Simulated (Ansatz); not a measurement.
Runs of Ansatz 0.2.0 on CaO. It takes space group Fm-3m (No. 225, cubic). The conventional cell has a = 4.807 Å, b = 4.807 Å, c = 4.807 Å, α = 90.00°, β = 90.00°, γ = 90.00°. Ca (site symmetry m-3m) has 6 O at 2.40 Å as nearest neighbours. O (site symmetry m-3m) is surrounded by 6 Ca at 2.40 Å. The cell is a database's computed one.

```csv
task,level,potentials or basis,cell,k mesh,cutoff (eV),smearing,driver,points for each segment of the path,delta,atoms under strain,optimizer,other keys,gap on the mesh (eV),pressure (GPa),largest force (eV/Å)
single point,revPBE+D4,Ansatz PAW polarizable,"atoms moved at random, drawn with an rms of 0.05 Å",7 × 7 × 7,420,gaussian 0.01 eV,-,-,-,-,-,-,3.85,0.7,0.18
band structure,revPBE+D4,Ansatz NC or PseudoDojo by element,volume scaled by 0.88,6 × 6 × 6,1240,cold 0.001 eV,chain,4,-,-,-,hamiltonian.xc = revpbe; scf.occupations.method = cold; …,3.66,(a),-
Wannier functions,PBE+D3(BJ),PseudoDojo standard,as given,10 × 10 × 10,1143,fermi-dirac 0.025 eV,chain,-,-,-,-,scf.occupations.method = fermi_dirac; scf.occupations.width = 0.025,3.66,-,-
electrostatic potential,LDA+d3bj,JTH PAW LDA,"atoms moved at random, drawn with an rms of 0.02 Å",7 × 7 × 7,1380,tetrahedron,chain,-,-,-,-,hamiltonian.dispersion = d3bj; basis.ecutrho_ratio = 8,3.58,-10.2,0.05
single point,revPBE+D4,Ansatz PAW polarizable,"atoms moved at random, drawn with an rms of 0.05 Å",7 × 7 × 7,420,gaussian 0.01 eV,calculator,-,-,-,-,-,3.85,0.7,0.18
relaxation of cell and atoms,PBEsol+D3(BJ)+ATM,PseudoDojo stringent,relaxed,8 × 8 × 8,1252,fixed,calculator,-,-,-,BFGS,-,3.53,0.3,-
```

Alike in all rows: no spin polarisation.

Q: Fill in the values left out.

A: (a) 17.9.

Caveats: odd divisions of the mesh miss points on the zone boundary, where band edges often lie, so the gap on the mesh can be too wide (some runs); the potentials were made for another functional, which shifts forces and pressure (some runs); the PAW data sets come from PBE, with cores solved anew for the run's functional, which leaves a small shift of forces and pressure (some runs); some levels weren't fully converged (some runs); with tetrahedron occupations forces and stress needn't match the slope of the energy (some runs); the dispersion damping was fitted for another functional or another form of the correction (some runs).

A k mesh can miss the band edges.
